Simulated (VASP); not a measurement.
# BN (F-43m) in VASP: single point with r2SCAN

Aim: the single point of BN with r2SCAN.

Everything below comes from runs of VASP 6.6.1. Logs are shortened: lines on timing, memory, paths and dates and some standing lists are left out, and cuts for length are marked.

**Experimental background.**

From a printed reference work, monograph, for a bulk crystal of BN at 300 K: band gap 6.4 eV (indirect).

The runs below are set against these values where they give the same quantity.

### Step 1. The cell of the first run

The structure is cubic, space group F-43m (No. 216). Conventional cell: a = 3.610 Å, b = 3.610 Å, c = 3.610 Å, α = 90.00°, β = 90.00°, γ = 90.00°. Within 2.1 Å of B (site symmetry -43m) lie 4 N at 1.56 Å. Within 2.1 Å of N (site symmetry -43m) lie 4 B at 1.56 Å.

### Step 2. Single point, r2SCAN

POSCAR

```
BN
1.0
    0.0000000000      1.8048245576      1.8048245576
    1.8048245576      0.0000000000      1.8048245576
    1.8048245576      1.8048245576      0.0000000000
B N
1 1
Direct
    0.0000000000      0.0000000000      0.0000000000
    0.2500000000      0.2500000000      0.2500000000
```

INCAR.step1

```
SYSTEM = BN
PREC     = Accurate       ! precision mode
ENCUT    = 910            ! plane-wave cutoff, eV
ISMEAR   = 0              ! smearing method
SIGMA    = 0.01           ! smearing width, eV
LREAL    = .False.        ! projectors in reciprocal space
LASPH    = .True.         ! aspherical terms in the spheres
NELM     = 120            ! most SCF steps
NBANDS   = 11             ! bands
GGA      = PE             ! functional
ALGO     = Normal         ! electronic algorithm
EDIFF    = 1E-5           ! SCF threshold, eV
LWAVE    = .True.         ! write WAVECAR
LCHARG   = .False.        ! write CHGCAR
GGA_COMPAT= .False.
```

INCAR.step2

```
SYSTEM = BN
PREC     = Accurate       ! precision mode
ENCUT    = 910            ! plane-wave cutoff, eV
EDIFF    = 1E-6           ! SCF threshold, eV
ISMEAR   = 0              ! smearing method
SIGMA    = 0.01           ! smearing width, eV
LREAL    = .False.        ! projectors in reciprocal space
LASPH    = .True.         ! aspherical terms in the spheres
NELM     = 120            ! most SCF steps
ALGO     = Normal         ! electronic algorithm
ISIF     = 2              ! what is computed and relaxed
LWAVE    = .False.        ! write WAVECAR
LCHARG   = .False.        ! write CHGCAR
METAGGA  = R2SCAN         ! meta-GGA
LMIXTAU  = .True.       
NBANDS   = 11             ! bands
ISTART   = 1            
GGA_COMPAT= .False.
```

KPOINTS

```
regular mesh
0
Gamma
  10 10 10
  0 0 0
```

Potentials or basis: VASP PAW PBE potentials, release 64 (B_h, N_h).

Run with:

```sh
$ cat potpaw_PBE.64/B_h/POTCAR potpaw_PBE.64/N_h/POTCAR > POTCAR
$ cp INCAR.step1 INCAR
$ mpirun -np 1 vasp_std > vasp.out
$ cp INCAR.step2 INCAR
$ mpirun -np 1 vasp_std > vasp.out
```

OUTCAR:

```text
SYSTEM = BN
   PREC = Accurate
   ENCUT = 910
   EDIFF = 1E-6
   ISMEAR = 0
   LREAL = .False.
   LASPH = .True.
   NELM = 120
   ISIF = 2
   METAGGA = R2SCAN
   ISTART = 1

 ion  position               nearest neighbor table
   1  0.000  0.000  0.000-
   2  0.250  0.250  0.250-

  LATTYP: Found a face centered cubic cell.
 ALAT       =     3.6096491152

  Lattice vectors:

 A1 = (   0.0000000000,   1.8048245576,   1.8048245576)
 A2 = (   1.8048245576,   0.0000000000,   1.8048245576)
 A3 = (   1.8048245576,   1.8048245576,   0.0000000000)

Analysis of symmetry for initial positions (statically):
=====================================================================
 Subroutine PRICEL returns:
 Original cell was already a primitive cell.

 Routine SETGRP: Setting up the symmetry group for a
 face centered cubic supercell.

 Subroutine GETGRP returns: Found 24 space group operations
 (whereof 24 operations were pure point group operations)
 out of a pool of 48 trial point group operations.

The static configuration has the point symmetry T_d .

Analysis of symmetry for dynamics (positions and initial velocities):
=====================================================================
 Subroutine PRICEL returns:
 Original cell was already a primitive cell.

 Routine SETGRP: Setting up the symmetry group for a
 face centered cubic supercell.

 Subroutine GETGRP returns: Found 24 space group operations
 (whereof 24 operations were pure point group operations)
 out of a pool of 48 trial point group operations.

The dynamic configuration has the point symmetry T_d .

 Subroutine INISYM returns: Found 24 space group operations
 (whereof 24 operations are pure point group operations),
 and found     1 'primitive' translations

----------------------------------------------------------------------------------------

                                     Primitive cell

  volume of cell :      11.7580

  direct lattice vectors                    reciprocal lattice vectors
     0.000000000  1.804824558  1.804824558    -0.277035238  0.277035238  0.277035238
     1.804824558  0.000000000  1.804824558     0.277035238 -0.277035238  0.277035238
     1.804824558  1.804824558  0.000000000     0.277035238  0.277035238 -0.277035238

  length of vectors
     2.552407367  2.552407367  2.552407367     0.479839107  0.479839107  0.479839107

  position of ions in fractional coordinates (direct lattice)
     0.000000000  0.000000000  0.000000000
     0.250000000  0.250000000  0.250000000

[... 85 lines left out ...]
   TEBEG  =    0.0;   TEEND  =   0.0 temperature during run
   PSTRESS=    0.0 pullay stress
   NELECT =       8.0000    total number of electrons
   NUPDOWN=      -1.0000    fix difference up-down
   EMIN   =  10.00;   EMAX   =-10.00  energy-range for DOS
   EFERMI =   0.00;   METHOD = LEGACY
   ISMEAR =     0;   SIGMA  =   0.01  broadening in eV -4-tet -1-fermi 0-gaus
   EFERMI_NEDOS =   21; number of points for ismear=-14 and -15
   IALGO  =     38    algorithm
   IMIX   =      4    mixing-type and parameters
     AMIX     =   0.40;   BMIX     =  1.00
     AMIX_MAG =   1.60;   BMIX_MAG =  1.00
  volume/ion in A,a.u.               =       5.88        39.67
  Fermi-wavevector in a.u.,A,eV,Ry     =   1.439881  2.720980 28.208365  2.073256
  Thomas-Fermi vector in A             =   2.558687
   LORBIT       =      0    0 simple, 1 ext, 2 COOP (PROOUT), +10 PAW based schemes
   METAGGA = R2SCAN    functional components
   LHFCALC =     F    Hartree Fock is set to
   AEXX    =    0.0000 exact exchange contribution
   IVDW    =     0    specifies the selected vdW correction
   LEPSILON=     F    determine dielectric tensor
   LRPA    =     F    only Hartree local field effects (RPA)
 non-spin polarized calculation
 Gauss-broadening in eV      SIGMA  =   0.01
  energy-cutoff  :      910.00
  volume of cell :       11.76
 maximum number of plane-waves:       754
 NGX is ok and might be reduce to    28
   NGX = 13   NGY = 13   NGZ = 13

 number of electron       8.0000000 magnetization

 Free energy of the ion-electron system (eV)
  ---------------------------------------------------
  ext. energy  EPLUGINS =         0.00000000
  ---------------------------------------------------
  free energy    TOTEN  =       -19.19977843 eV

  energy without entropy =      -19.19977843  energy(sigma->0) =      -19.19977843

 E-fermi :   9.1408     XC(G=0): -13.7805

 val. band max:        8.9865789132   @ k =   0.0000   0.0000   0.0000
 cond. band min:      13.9840455050   @ k =   0.5000   0.5000   0.0000
 fundamental gap:      4.9974665918
 Fermi energy:         9.1407872572

 k-point     1 :       0.0000    0.0000    0.0000
  band No.  band energies     occupation
      1     -12.3494      2.00000
      2       8.9866      2.00000
      3       8.9866      2.00000
      4       8.9866      2.00000
      5      18.5579      0.00000
      6      18.5579      0.00000
      7      18.5579      0.00000
      8      20.1264      0.00000
      9      35.2178      0.00000
     10      37.7439      0.00000
     11      37.7439      0.00000
[... 309 lines left out ...]
 k-point    24 :       0.4000    0.3000    0.0000
  band No.  band energies     occupation
      1      -8.4482      2.00000
      2       1.8533      2.00000
      3       4.2907      2.00000
      4       4.7459      2.00000
      5      15.6950      0.00000
      6      20.3183      0.00000
      7      25.6520      0.00000
      8      25.7725      0.00000
      9      30.0694      0.00000
     10      37.7763      0.00000
     11      42.2184      0.00000

 [... further k-points ...]

------------------------ aborting loop because EDIFF is reached ----------------------------------------

  FORCE on cell =-STRESS in cart. coord.  units (eV):
  Direction    XX          YY          ZZ          XY          YZ          ZX
  --------------------------------------------------------------------------------------
  -------------------------------------------------------------------------------------
  Total       -0.0398656     -0.0398656     -0.0398656     -0.0000000     -0.0000000     -0.0000000
  in kB       -5.4321814     -5.4321814     -5.4321814     -0.0000000     -0.0000000     -0.0000000
  external PRESSURE =      -5.4321814 kB  Pullay stress =       0.0000000 kB

 VOLUME and BASIS-vectors are now :
 -----------------------------------------------------------------------------
  energy-cutoff  :      910.00
  volume of cell :       11.76
      direct lattice vectors                 reciprocal lattice vectors
     0.000000000  1.804824558  1.804824558    -0.277035238  0.277035238  0.277035238
     1.804824558  0.000000000  1.804824558     0.277035238 -0.277035238  0.277035238
     1.804824558  1.804824558  0.000000000     0.277035238  0.277035238 -0.277035238

 POSITION                                       TOTAL-FORCE (eV/Angst)
 -----------------------------------------------------------------------------------
      0.00000      0.00000      0.00000         0.000000      0.000000     -0.000000
      0.90241      0.90241      0.90241        -0.000000     -0.000000      0.000000
 -----------------------------------------------------------------------------------
    total drift:                                0.000000      0.000000      0.000000

  FREE ENERGIE OF THE ION-ELECTRON SYSTEM (eV)
  ---------------------------------------------------
  free  energy   TOTEN  =       -19.1997784271 eV

  energy  without entropy=      -19.1997784271  energy(sigma->0) =      -19.19977843
```

OUTCAR.step1:

```text
SYSTEM = BN
   PREC = Accurate
   ENCUT = 910
   ISMEAR = 0
   LREAL = .False.
   LASPH = .True.
[... 558 lines left out ...]
      0.00000      0.00000      0.00000         0.000000     -0.000000     -0.000000
      0.90241      0.90241      0.90241        -0.000000      0.000000      0.000000
 -----------------------------------------------------------------------------------
    total drift:                               -0.000000     -0.000000     -0.000000

  FREE ENERGIE OF THE ION-ELECTRON SYSTEM (eV)
  ---------------------------------------------------
  free  energy   TOTEN  =       -17.4670229250 eV

  energy  without entropy=      -17.4670229250  energy(sigma->0) =      -17.46702293
```

OSZICAR.step1:

```text
N       E                     dE             d eps       ncg     rms          rms(c)
DAV:   1     0.144153093065E+02    0.14415E+02   -0.60670E+03  1074   0.103E+03
DAV:   2    -0.173626593844E+02   -0.31778E+02   -0.30120E+02  1374   0.172E+02
DAV:   3    -0.184059900753E+02   -0.10433E+01   -0.10406E+01  1251   0.268E+01
DAV:   4    -0.184086862834E+02   -0.26962E-02   -0.26960E-02  1142   0.158E+00
DAV:   5    -0.184086946437E+02   -0.83603E-05   -0.83602E-05  1187   0.931E-02    0.602E+00
DAV:   6    -0.175436078976E+02    0.86509E+00   -0.29141E+00  1067   0.944E+00    0.234E+00
DAV:   7    -0.174793340236E+02    0.64274E-01   -0.12586E-01  1168   0.285E+00    0.122E+00
DAV:   8    -0.174666860482E+02    0.12648E-01   -0.38385E-02  1177   0.139E+00    0.144E-01
DAV:   9    -0.174669630183E+02   -0.27697E-03   -0.22982E-03  1108   0.316E-01    0.704E-02
DAV:  10    -0.174670167256E+02   -0.53707E-04   -0.22105E-04  1160   0.124E-01    0.125E-02
DAV:  11    -0.174670229250E+02   -0.61995E-05   -0.20379E-05  1168   0.404E-02
   1 F= -.17467023E+02 E0= -.17467023E+02  d E =-.862886-157
```

Wall time 54 s (1 thread of Intel Xeon Platinum 8259CL at 2.50GHz (Skylake/Cascade Lake), shared host); peak memory 0.16 GiB.

What came out:

```yaml
Free_energy: -19.1998 eV
Pressure: -0.5 GPa
Band_gap_on_the_k_mesh: 5.00 eV (least direct gap 9.57 eV)
```

Levels at points of the mesh, in eV from the valence-band top:
```
           k point  band 2  band 3  band 4  band 5  band 6  band 7
(0.00, 0.00, 0.00)    0.00    0.00    0.00    9.57    9.57    9.57
(0.50, 0.00, 0.00)  -11.12   -2.02   -2.02   10.85   11.51   11.51
(0.50, 0.50, 0.00)   -9.34   -5.11   -5.11    5.00    9.84   19.36
```

Caveat: the PAW data sets were made with another functional, which shifts forces and pressure a little.

### Step 3. Comparison with measurements

Step 2. A measured gap of BN is 6.4 eV (indirect; 300 K; a printed reference work, monograph); the calculated 5.00 eV misses it by -1.40 eV. The value is that of r2SCAN on a finite k mesh, which can miss the band edges, without temperature or zero-point motion.
